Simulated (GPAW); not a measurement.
Here is a GPAW 26.7.0 calculation.

File run.py:

```python
from ase import Atoms
from ase.eos import EquationOfState
from ase.io import Trajectory
from ase.units import GPa
from gpaw import GPAW, PW

atoms = Atoms(['Y', 'N'],
              cell=[[0.0, 2.4385, 2.4385],
                    [2.4385, 0.0, 2.4385],
                    [2.4385, 2.4385, 0.0]],
              scaled_positions=[[0.0, 0.0, 0.0],
                                [0.5, 0.5, 0.5]],
              pbc=True)

traj = Trajectory('eos.traj', 'w')
volumes, energies = [], []
for x in [0.94, 0.96, 0.98, 1.0, 1.02, 1.04, 1.06]:
    a = atoms.copy()
    a.set_cell(atoms.cell * x**(1 / 3), scale_atoms=True)
    calc = GPAW(mode=PW(800),
                xc='MGGA_X_R2SCAN+MGGA_C_R2SCAN',
                kpts={'size': (9, 9, 9), 'gamma': True},
                occupations={'name': 'fermi-dirac', 'width': 0.05},
                nbands=18,
                convergence={'density': 1e-05, 'energy': 1e-05},
                maxiter=150,
                txt=f'eos-{x:.2f}.txt')
    a.calc = calc
    energies.append(a.get_potential_energy(force_consistent=True))
    volumes.append(a.get_volume())
    p = -a.get_stress()[:3].mean() / GPa
    calc.write(f'eos-{x:.2f}.gpw')
    traj.write(a)
    print(f'{x:.2f} {volumes[-1]:10.4f} A^3 {energies[-1]:14.6f} eV {p:9.3f} GPa', flush=True)

v0, e0, B = EquationOfState(volumes, energies, eos='birchmurnaghan').fit()
print(f'V0 = {v0:.4f} A^3, E0 = {e0:.6f} eV, B0 = {B / GPa:.2f} GPa')
```

Potentials or basis: GPAW PAW data sets (gpaw-data 1.2.1), pw.

Launch:

```console
$ OMP_NUM_THREADS=1 python run.py
```

(1) Estimate the equilibrium volume.

(2) What does it give for the bulk modulus?

Results:

(1) 14.64 Å³/atom (rough: see the caveat).

(2) 169 GPa (rough).

Caveat: the points scatter about the fit; the PAW data sets were made with another functional, which shifts forces and pressure a little.
